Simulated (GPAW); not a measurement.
Here is a GPAW 26.7.0 calculation.

Contents of run.py:

```python
from ase import Atoms
from ase.dft.bandgap import bandgap
from ase.io import write
from gpaw import GPAW, PW

atoms = Atoms(['Sb', 'Sb'],
              cell=[[0.0, -2.37124252, -2.37124252],
                    [-2.37124252, 0.0, -2.37124252],
                    [2.37124252, 2.37124252, -4.74248504]],
              scaled_positions=[[0.48982044, 0.45773603, 0.56014569],
                                [0.01017956, 0.04226397, 0.93985431]],
              pbc=True)

calc = GPAW(mode=PW(600),
            xc={'name': 'vdW-DF2', 'backend': 'libvdwxc'},
            kpts={'size': (9, 9, 5), 'gamma': True},
            occupations={'name': 'fermi-dirac', 'width': 0.05},
            nbands=25,
            convergence={'density': 1e-05, 'energy': 1e-05},
            maxiter=150,
            txt='gpaw.txt')
atoms.calc = calc
energy = atoms.get_potential_energy()
forces = atoms.get_forces()
calc.write('gs.gpw')
write('result.traj', atoms)
print(f'Energy: {energy:.6f} eV')
print('Forces (eV/A):')
print(forces.round(4))
print('Fermi level:', round(calc.get_fermi_level(), 4), 'eV')
print(f'Gap: {bandgap(calc)[0]:.4f} eV, direct: {bandgap(calc, direct=True)[0]:.4f} eV')
```

Potentials or basis: GPAW PAW data sets (gpaw-data 1.2.1), pw.

Command:

```console
$ OMP_NUM_THREADS=1 python run.py
```

Q: What does it give for the largest force?

A: 2.365 eV/Å.

Q: Estimate the band gap on the k mesh.

A: None (metal or under the smearing width).

Forces in eV/Å, atoms in the order of the input:
```
Sb  -1.567 -1.261  1.244
Sb   1.566  1.261 -1.244
```

Caveat: the PAW data sets were made with another functional, which shifts forces and pressure a little. The run has no spin-orbit coupling, so splittings on Sb are missing.
